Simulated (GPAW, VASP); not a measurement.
## Se: programs and potentials compared

```
Se
1.0
     4.36620    0.00000    0.00000
    -2.18310    3.78124    0.00000
     0.00000    0.00000    4.95360
Se
3
Direct
  0.77460 0.77460 0.00000
  0.00000 0.22540 0.66667
  0.22540 0.00000 0.33333
```

Alike in all runs: task single point; functional PBE; k mesh 7 × 7 × 6; occupations gaussian, width 0.02 eV; no spin polarisation; no spin-orbit coupling. Pressure is positive in compression and, in plane waves, holds the error of the finite cutoff.

```json
{"program and potentials": "GPAW, GPAW PAW data sets (gpaw-data 1.2.1)", "plane-wave cutoff (eV)": "600", "notes": "-", "pressure (GPa)": "2.81", "largest force (eV/Å)": "0.420"}
{"program and potentials": "VASP, PBE PAW files Se, 520 eV", "plane-wave cutoff (eV)": "520", "notes": "-", "pressure (GPa)": "2.91", "largest force (eV/Å)": "0.434"}
{"program and potentials": "VASP, PBE PAW files Se_GW, 550 eV", "plane-wave cutoff (eV)": "550", "notes": "-", "pressure (GPa)": "2.85", "largest force (eV/Å)": "0.425"}
```

Force on atom 1 (Se), eV/Å:

```json
{"program and potentials": "GPAW, GPAW PAW data sets (gpaw-data 1.2.1)", "x": "-0.210", "y": "-0.364", "z": "0.000"}
{"program and potentials": "VASP, PBE PAW files Se, 520 eV", "x": "-0.217", "y": "-0.376", "z": "0.000"}
{"program and potentials": "VASP, PBE PAW files Se_GW, 550 eV", "x": "-0.212", "y": "-0.368", "z": "0.000"}
```

The pressure spans 2.81 (GPAW, GPAW PAW data sets (gpaw-data 1.2.1)) to 2.91 GPa (VASP, PBE PAW files Se, 520 eV).

The functional is the same throughout but for its coding, so the spread measures potentials, basis and numerics; runs on potential files found faulty are left out.
